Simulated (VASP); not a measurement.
# Be (P1) in VASP: notebook

One crystal, Be, is run at these levels: LDA; tasks: single point.

Everything below comes from runs of VASP 6.6.1. Logs are shortened: lines on timing, memory, paths and dates and some standing lists are left out, and cuts for length are marked.

## (1) Starting point

The typed cell holds 36 atoms: a = 6.870 Å, b = 6.870 Å, c = 7.177 Å, α = 90.00°, β = 90.00°, γ = 120.00°.

The cell was built by a generator and needn't be a form met in nature.

## (2) Single point, LDA

Contents of INCAR:

```
ALGO     = Fast           # electronic algorithm
EDIFF    = 1E-6           # SCF threshold, eV
ENCUT    = 520            # plane-wave cutoff, eV
ISIF     = 2              # what is computed and relaxed
ISMEAR   = -1             # smearing method
LASPH    = T              # aspherical terms in the spheres
LCHARG   = F              # write CHGCAR
LREAL    = Auto         
LWAVE    = F              # write WAVECAR
NBANDS   = 60             # bands
NELM     = 80             # most SCF steps
PREC     = Accurate       # precision mode
SIGMA    = 0.24           # smearing width, eV
```

Contents of KPOINTS:

```
k-points
0
Gamma
  2 2 2
```

Contents of POSCAR:

```
Be
1.0
    6.8700000000      0.0000000000      0.0000000000
   -3.4350000000      5.9495950000      0.0000000000
    0.0000000000      0.0000000000      7.1768600000
Be
36
Direct
   -0.0317591112      0.0421877456      0.0140869405
    0.1899760533      0.2682199377      0.2590826629
    0.0539757504      0.0113285022      0.4683803223
    0.1412796831      0.2357471391      0.7660313842
    0.0280866389      0.3198705122      0.0277976720
    0.1034525258      0.5219851099      0.2695468492
    0.0062226963      0.2739009966      0.5052488135
    0.1484686448      0.5837204045      0.7248155879
    0.0111170608      0.6164117053     -0.0224610763
    0.0958385542      0.8684456673      0.2258647932
   -0.0219237562      0.6746677715      0.4864244252
    0.0533157987      0.8379561970      0.7330085859
    0.3274167069      0.0010925113      0.0199948167
    0.4768904666      0.1888027672      0.2919939918
    0.2898595400     -0.0679373974      0.4732153059
    0.4889491979      0.2407222677      0.8008934269
    0.3817828828      0.3277870174      0.0211234440
    0.4965585839      0.6037721895      0.2643356565
    0.3511384416      0.3306611627      0.5100977308
    0.4793862083      0.5246239450      0.7511084235
    0.3076639456      0.6830717049     -0.0157868483
    0.3842678999      0.8419564693      0.2402443408
    0.3518041570      0.6092851698      0.4790535137
    0.4367203022      0.9017084356      0.7654879711
    0.6303211207      0.0447761570     -0.0129861806
    0.8308701583      0.1790037809      0.2841493355
    0.6713312298      0.0406246139      0.4892808275
    0.8164927424      0.2714134323      0.7755202136
    0.6831256837      0.3633692714     -0.0205800308
    0.8097442373      0.5238843989      0.2438252941
    0.7164060047      0.3335689236      0.4997868148
    0.7390967337      0.5018324777      0.7411179820
    0.7336403284      0.7057959407      0.0092519570
    0.7972709501      0.8647311288      0.2451489927
    0.6471382276      0.5906956692      0.4822164568
    0.7749815759      0.9430053642      0.7878654453
```

Potentials or basis: VASP PAW LDA potentials, release 64 (Be).

The run is started by

```bash
$ cat potpaw_LDA.64/Be/POTCAR > POTCAR
$ mpirun -np 1 vasp_std > vasp.out
```

OUTCAR:

```text
EDIFF = 1E-6
   ENCUT = 520
   ISIF = 2
   ISMEAR = -1
   LASPH = T
   LREAL = Auto
   NELM = 80
   PREC = Accurate

 ion  position               nearest neighbor table
   1  0.968  0.042  0.014-   5 1.74  36 1.99  34 2.05  33 2.05   4 2.18   2 2.34  25 2.34  10 2.36

   2  0.190  0.268  0.259-  19 2.04  17 2.07   6 2.11   5 2.12   3 2.14   7 2.18  18 2.21  26 2.23
                            14 2.31   1 2.34
   3  0.054  0.011  0.468-  15 1.95   7 2.01  10 2.09  11 2.11  19 2.14   2 2.14  34 2.22  12 2.24
[... 35 lines left out ...]
  24  0.437  0.902  0.765-  25 1.99  21 2.04   8 2.11  16 2.19  36 2.20  13 2.21  15 2.38
  25  0.630  0.045  0.987-  13 1.96  24 1.99  29 2.03  36 2.05  28 2.09   1 2.34  21 2.36
  26  0.831  0.179  0.284-  27 1.80   7 1.90  34 2.07   6 2.16   5 2.20  31 2.23   2 2.23
  27  0.671  0.041  0.489-  26 1.80  31 1.88   7 2.05  15 2.34
  28  0.816  0.271  0.776-  32 1.92  29 1.99  25 2.09  36 2.13  16 2.16  31 2.21   5 2.24   8 2.25
                             7 2.33   4 2.36
  29  0.683  0.363  0.979-  16 1.73  32 1.90  17 1.98  28 1.99  25 2.03   9 2.05  30 2.15  33 2.21

  30  0.810  0.524  0.244-   6 2.03  11 2.06  29 2.15  31 2.16  10 2.20  35 2.21   9 2.26  33 2.31
                            14 2.32  34 2.39
  31  0.716  0.334  0.500-  27 1.88  32 2.04  35 2.05  14 2.07  11 2.13  30 2.16  28 2.21   7 2.22
                            26 2.23
  32  0.739  0.502  0.741-  16 1.81  20 1.87  29 1.90  28 1.92  31 2.04  35 2.15  12 2.24  11 2.34
                             9 2.35
  33  0.734  0.706  0.009-  34 1.94   1 2.05  36 2.19  29 2.21   9 2.29  30 2.31  18 2.31
  34  0.797  0.865  0.245-  33 1.94  18 1.95  10 2.04   1 2.05  26 2.07   3 2.22  35 2.36  30 2.39

  35  0.647  0.591  0.482-  18 1.90  19 1.93  11 2.05  31 2.05  23 2.10  32 2.15  20 2.18  30 2.21
                            34 2.36
  36  0.775  0.943  0.788-   1 1.99  25 2.05  28 2.13  33 2.19  24 2.20   4 2.31

  LATTYP: Found a hexagonal cell.
 ALAT       =     6.8700000000
 C/A-ratio  =     1.0446666667

  Lattice vectors:

 A1 = (   6.8700000000,   0.0000000000,   0.0000000000)
 A2 = (  -3.4350000000,   5.9495950000,   0.0000000000)
 A3 = (   0.0000000000,   0.0000000000,   7.1768600000)

Analysis of symmetry for initial positions (statically):
=====================================================================
 Subroutine PRICEL returns:
 Original cell was already a primitive cell.

 Routine SETGRP: Setting up the symmetry group for a
 hexagonal supercell.

 Subroutine GETGRP returns: Found  1 space group operations
 (whereof  1 operations were pure point group operations)
 out of a pool of 24 trial point group operations.

The static configuration has the point symmetry C_1 .

Analysis of symmetry for dynamics (positions and initial velocities):
[... 172 lines left out ...]
   PSTRESS=    0.0 pullay stress
   NELECT =      72.0000    total number of electrons
   NUPDOWN=      -1.0000    fix difference up-down
   EMIN   =  10.00;   EMAX   =-10.00  energy-range for DOS
   EFERMI =   0.00;   METHOD = LEGACY
   ISMEAR =    -1;   SIGMA  =   0.24  broadening in eV -4-tet -1-fermi 0-gaus
   EFERMI_NEDOS =   21; number of points for ismear=-14 and -15
   IALGO  =     68    algorithm
   IMIX   =      4    mixing-type and parameters
     AMIX     =   0.40;   BMIX     =  1.00
     AMIX_MAG =   1.60;   BMIX_MAG =  1.00
  volume/ion in A,a.u.               =       8.15        54.99
  Fermi-wavevector in a.u.,A,eV,Ry     =   1.025005  1.936979 14.294770  1.050636
  Thomas-Fermi vector in A             =   2.158823
   LORBIT       =      0    0 simple, 1 ext, 2 COOP (PROOUT), +10 PAW based schemes
   GGA     = CA    functional components
   LHFCALC =     F    Hartree Fock is set to
   AEXX    =    0.0000 exact exchange contribution
   IVDW    =     0    specifies the selected vdW correction
   LEPSILON=     F    determine dielectric tensor
   LRPA    =     F    only Hartree local field effects (RPA)
 non-spin polarized calculation
 RMM-DIIS sequential band-by-band and
  energy-cutoff  :      520.00
  volume of cell :      293.34
 maximum number of plane-waves:      7912
 NGX is ok and might be reduce to    54
   NGX = 25   NGY = 25   NGZ = 27

 number of electron      72.0000000 magnetization

 Free energy of the ion-electron system (eV)
  ---------------------------------------------------
  ext. energy  EPLUGINS =         0.00000000
  ---------------------------------------------------
  free energy    TOTEN  =      -138.78464762 eV

  energy without entropy =     -137.84384324  energy(sigma->0) =     -138.31424543

 E-fermi :   6.2560     XC(G=0): -10.4598

 val. band max:        6.1286930082   @ k =   0.5000   0.0000   0.0000
 cond. band min:       6.2604297053   @ k =   0.0000   0.0000   0.0000
 fundamental gap:      0.1317366971
 Fermi energy:         6.2560293433

 k-point     1 :       0.0000    0.0000    0.0000
  band No.  band energies     occupation
      1      -4.5995      2.00000
      2      -2.7956      2.00000
      3      -2.4068      2.00000
      4      -1.8210      2.00000
      5      -1.7611      2.00000
      6      -1.6380      2.00000
[... 397 lines left out ...]
     47       8.8687      0.00004
     48       9.0274      0.00002
 [bands above 48 left out]

------------------------ aborting loop because EDIFF is reached ----------------------------------------

  FORCE on cell =-STRESS in cart. coord.  units (eV):
  Direction    XX          YY          ZZ          XY          YZ          ZX
  --------------------------------------------------------------------------------------
  -------------------------------------------------------------------------------------
  Total        8.8531220     14.3925636      0.6218174      0.2193864      1.4060997     -1.7214148
  in kB       48.3535559     78.6086112      3.3962124      1.1982341      7.6797679     -9.4019404
  external PRESSURE =      43.4527932 kB  Pullay stress =       0.0000000 kB

 VOLUME and BASIS-vectors are now :
 -----------------------------------------------------------------------------
  energy-cutoff  :      520.00
  volume of cell :      293.34
      direct lattice vectors                 reciprocal lattice vectors
     6.870000000  0.000000000  0.000000000     0.145560408  0.084039334  0.000000000
    -3.435000000  5.949595000  0.000000000     0.000000000  0.168078668  0.000000000
     0.000000000  0.000000000  7.176860000     0.000000000  0.000000000  0.139336702

 POSITION                                       TOTAL-FORCE (eV/Angst)
 -----------------------------------------------------------------------------------
      6.50690      0.25100      0.10110         2.135389     -2.182382      0.330147
      0.38380      1.59580      1.85940        -0.814224     -0.943349     -0.115504
      0.33190      0.06740      3.36150        -1.291736     -0.152285      0.876873
      0.16080      1.40260      5.49770         0.148704     -0.498499      0.077579
     -0.90580      1.90310      0.19950        -1.355639      3.118046     -0.666174
     -1.08230      3.10560      1.93450         0.246814      0.805498     -0.209808
[... 28 lines left out ...]
      2.41680      3.51440      3.46080         0.867267      1.332516      1.067033
      2.08490      5.61050      5.65440         0.744756     -0.808628     -1.693231
 -----------------------------------------------------------------------------------
    total drift:                               -0.000542     -0.000308      0.002452

  FREE ENERGIE OF THE ION-ELECTRON SYSTEM (eV)
  ---------------------------------------------------
  free  energy   TOTEN  =      -138.7846476231 eV

  energy  without entropy=     -137.8438432381  energy(sigma->0) =     -138.31424543
```

It took 2.6 min on 1 thread of AMD EPYC 9R45 (Zen 5), shared host; peak memory 0.3 GiB.

What came out:

```yaml
Free_energy: -138.7846 eV
Pressure: 4.3 GPa
Largest_force: 4.823 eV/Å
Band_gap_on_the_k_mesh: none (metal or under the smearing width)
```

Forces in eV/Å, atoms in the order of the input:
```
Be   2.135 -2.182  0.330
Be  -0.814 -0.943 -0.116
Be  -1.292 -0.152  0.877
Be   0.149 -0.498  0.078
Be  -1.356  3.118 -0.666
Be   0.247  0.805 -0.210
Be  -0.006  1.595  1.441
Be  -0.155 -0.988 -0.220
Be  -1.828  0.038  0.464
Be   0.236 -0.266  0.027
Be   0.377 -0.554 -0.448
Be  -0.024  1.308  0.910
Be  -0.321  0.133 -0.966
Be  -0.267  0.363 -1.242
Be   1.493  0.203  1.968
Be  -1.744 -3.517 -2.802
Be  -1.962  0.872  0.311
Be  -0.630 -2.011 -3.013
Be   0.464 -1.699  0.439
Be  -2.447  1.174  0.687
Be   2.710 -0.305  0.610
Be   1.543  0.764  0.182
Be  -1.628  1.856  1.488
Be   0.496 -0.220 -1.472
Be   1.425 -0.914  1.521
Be  -0.387  1.430 -3.259
Be  -0.602 -3.591  1.868
Be   0.843 -1.109 -0.780
Be   1.150  0.739  3.445
Be  -1.562  0.182 -0.510
Be  -0.056  0.821 -0.212
Be   2.249  3.871 -1.028
Be   0.193 -1.335 -0.920
Be  -0.243  0.494  1.843
Be   0.867  1.333  1.067
Be   0.745 -0.809 -1.693
```

Caveat: the k mesh is coarse (spacing up to 0.53 Å⁻¹), so the values aren't converged; forces of over 1 eV/Å show positions far from the minimum, so gaps and moduli don't describe the material at rest.

## (3) Single point, LDA

Contents of INCAR:

```
SYSTEM = Be
ALGO = Fast
EDIFF = 1E-7
ENCUT = 520
ISIF = 2
ISMEAR = -1
LASPH = .True.
LCHARG = .False.
LREAL = Auto
LWAVE = .False.
NBANDS = 60
NELM = 80
PREC = Accurate
SIGMA = 0.24
```

Contents of KPOINTS:

```
k-points
0
Gamma
  2 2 2
  0 0 0
```

Contents of POSCAR:

```
Be
1.0
    6.8700000000      0.0000000000      0.0000000000
   -3.4350000000      5.9495950000      0.0000000000
    0.0000000000      0.0000000000      7.1768600000
Be
36
Direct
   -0.0585209261      0.0362041450      0.0163720624
    0.1693985019      0.3036004972      0.2954216747
    0.0580498388      0.0357503326      0.4915102148
    0.1302829621      0.1958788792      0.7993189222
    0.0418114051      0.3564612381      0.0409092556
    0.0577357405      0.5214976818      0.3117658698
   -0.0011903109      0.3161055500      0.5137065513
    0.1176766556      0.5343052762      0.7489069036
    0.0005472213      0.6257232635     -0.0065906260
    0.0915452076      0.8264091926      0.2312989246
   -0.0159280017      0.6922488001      0.4766987234
    0.1157381828      0.8861779667      0.7568908966
    0.2654559812     -0.0219846897      0.0039014276
    0.4441892065      0.1948704071      0.2394501216
    0.3173963224     -0.1054693639      0.5178169840
    0.4348405832      0.1592881532      0.7690131896
    0.3008534161      0.3002221160      0.0173752867
    0.5009236659      0.5385576665      0.2193299019
    0.3859729826      0.2904903611      0.5321268633
    0.4471264655      0.5150098452      0.7763701675
    0.3506556913      0.6813404946      0.0128468439
    0.5430334755      0.8980611285      0.2540665416
    0.3300955196      0.6138737175      0.4924298370
    0.4276724698      0.8120552744      0.7287309492
    0.6373907506     -0.0100511043      0.0094191610
    0.8213479461      0.2068880319      0.2764718832
    0.6477527209     -0.0319181390      0.5001490903
    0.8135871537      0.2230403918      0.7937175868
    0.6586476647      0.3064074109      0.0488653812
    0.7903682116      0.5640552004      0.2769456280
    0.7303582783      0.3480236890      0.5227355696
    0.8203651855      0.5800899053      0.7664772616
    0.7255401185      0.6549521438     -0.0115510126
    0.7838293972      0.8355190563      0.3026671831
    0.6629571806      0.6524645795      0.5105575419
    0.7984105563      0.8716391620      0.7058239955
```

Potentials or basis: VASP PAW LDA potentials, release 64 (Be).

The run is started by

```bash
$ cat potpaw_LDA.64/Be/POTCAR > POTCAR
$ mpirun -np 1 vasp_std > vasp.out
```

It took 3 min on 1 thread of AMD EPYC 9R45 (Zen 5), shared host; peak memory 0.29 GiB.

The run converged. Its results:

- Free energy: -140.0433 eV
- Pressure: 2.7 GPa
- Largest force: 3.400 eV/Å
- Band gap on the k mesh: none (metal or under the smearing width)

Forces on the atoms (eV/Å):
```
Be   1.589 -0.826  0.716
Be   0.873 -0.613 -0.400
Be   0.344 -1.144  0.282
Be  -0.466  0.171 -2.565
Be  -0.502  0.044 -0.606
Be   0.493  0.753 -1.765
Be   1.133 -0.931  1.947
Be  -0.148  0.132  0.332
Be   0.795  0.212  0.563
Be   0.282  1.556  0.497
Be  -0.484  0.613  2.880
Be  -0.015 -0.995 -0.878
Be   1.607  0.403  0.278
Be  -0.901 -0.935  2.272
Be  -1.469  2.107 -1.588
Be   0.978  0.782  0.133
Be   1.766  0.526  1.125
Be  -1.096 -0.084  0.893
Be  -1.070  1.086 -0.933
Be   0.324  0.375 -0.578
Be  -0.286 -0.845  0.098
Be  -3.069 -1.462  0.012
Be   0.800 -0.613 -0.043
Be   0.759  1.402  1.687
Be  -0.328  0.196 -1.575
Be  -0.540 -1.276 -0.642
Be   0.853  0.801  1.201
Be  -0.155 -0.177 -0.552
Be   0.494  1.203 -1.971
Be   0.117 -2.464 -1.578
Be  -0.897 -0.302 -0.008
Be  -0.353 -1.812 -1.654
Be  -1.517  1.092  1.369
Be   0.621  2.142 -1.807
Be  -0.410 -2.072  0.505
Be  -0.119  0.955  2.356
```

Stress tensor (GPa, compression positive):
```
 3.35  3.22 -0.11
 3.22  4.70 -0.44
-0.11 -0.44  0.08
```

Levels at points of the mesh, in eV from the Fermi level:
```
           k point  band 33  band 34  band 35  band 36  band 37  band 38  band 39  band 40
(0.00, 0.00, 0.00)    -0.50    -0.33    -0.17    -0.09     0.24     0.35     0.46     0.64
(0.50, 0.00, 0.00)    -0.93    -0.80    -0.41    -0.06     0.76     0.85     1.08     1.16
(0.00, 0.50, 0.00)    -1.14    -0.72    -0.43    -0.01     0.76     0.88     1.09     1.26
(0.50, 0.50, 0.00)    -1.16    -0.63    -0.40    -0.11     0.37     0.85     1.03     1.17
(0.00, 0.00, 0.50)    -1.33    -1.19    -0.87    -0.55    -0.48    -0.21     0.06     0.58
(0.50, 0.00, 0.50)    -1.33    -1.26    -0.94    -0.60     0.59     0.65     1.23     1.55
(0.00, 0.50, 0.50)    -1.27    -1.21    -1.00    -0.76     0.67     0.98     1.21     1.57
(0.50, 0.50, 0.50)    -1.13    -1.03    -0.89    -0.58     0.60     1.04     1.19     1.36
```

Caveat: the k mesh is coarse (spacing up to 0.53 Å⁻¹), so the values aren't converged; forces of over 1 eV/Å show positions far from the minimum, so gaps and moduli don't describe the material at rest.

[end of part 1 of 2]
